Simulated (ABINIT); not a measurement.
The system is BaTiO3.

```
CELL_PARAMETERS angstrom
3.99980 0.00000 0.00000
0.00000 3.99980 0.00000
0.00000 0.00000 4.01800
ATOMIC_POSITIONS crystal
Ba 0.00000 0.00000 0.00000
Ti 0.50000 0.50000 0.49000
O 0.00000 0.50000 0.51700
O 0.50000 0.00000 0.51700
O 0.50000 0.50000 0.01900
```

Base run:

| Quantity | Value |
| --- | --- |
| Program | ABINIT 10.8.3 (patched build) |
| Functional | PBE |
| Potentials or basis | PseudoDojo NC SR PBE v0.4.1 standard |
| Cutoff | 1034 eV |
| k mesh | 5 × 5 × 5 |
| Occupations | fermi-dirac, width 0.05 eV |
| Spin | no spin polarisation |

Its results: band gap on the k mesh 1.98 eV, indirect (least direct gap 2.10 eV); largest force 0.326 eV/Å.

**Question.** The run is repeated on the same cell with these changes: functional from PBE to LDA; potentials or basis from PseudoDojo NC SR PBE v0.4.1 standard to PseudoDojo NC SR LDA v0.4.1 standard. What comes out?

**Answer.** Band gap on the k mesh 1.90 eV, indirect (least direct gap 2.02 eV); largest force 0.427 eV/Å.

Caveats: this release of the barium file is off; spin-orbit coupling is left out, which moves the levels of the heavy elements; an odd mesh through Γ misses points on the zone boundary, where band edges often lie.
